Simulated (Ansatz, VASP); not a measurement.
**W: VASP beside Ansatz**

```
W
1.0
    -1.58234    1.58234    1.58234
     1.58234   -1.58234    1.58234
     1.58234    1.58234   -1.58234
W
1
Direct
  0.00000 0.00000 0.00000
```

Alike in both runs: task relaxation of cell and atoms; functional BLYP; dispersion D4; k mesh 12 × 12 × 12; occupations fermi-dirac, width 0.05 eV; no spin polarisation.

|  | VASP | Ansatz |
| --- | --- | --- |
| version | VASP 6.6.1 | Ansatz 0.2.0 |
| potentials or method | VASP PAW PBE potentials, release 64 (W_sv), cutoff 600 eV | all-electron LAPW, scalar-relativistic |

Ansatz gave:

| Property | Result |
| --- | --- |
| relaxed volume (Å³/atom) | 15.95 |
| relaxed cell length with the largest relative difference (Å) | 2.747 |
| energy change over the relaxation (meV/atom) | -1 |

**Question.** Estimate VASP's values.

**Answer.** Relaxed volume (Å³/atom): 16.05; relaxed cell length with the largest relative difference (Å): 2.752; energy change over the relaxation (meV/atom): -2.

Ansatz ran all-electron here, so the differences hold the error of VASP's frozen core and of both bases.

Caveats: the PAW data sets were made with another functional, which shifts forces and pressure a little (VASP); pairwise dispersion overbinds metals, which lowers pressure and volume (VASP). Spin-orbit coupling is left out, which matters for the levels of W. Zero-point motion and thermal expansion aren't in these numbers.
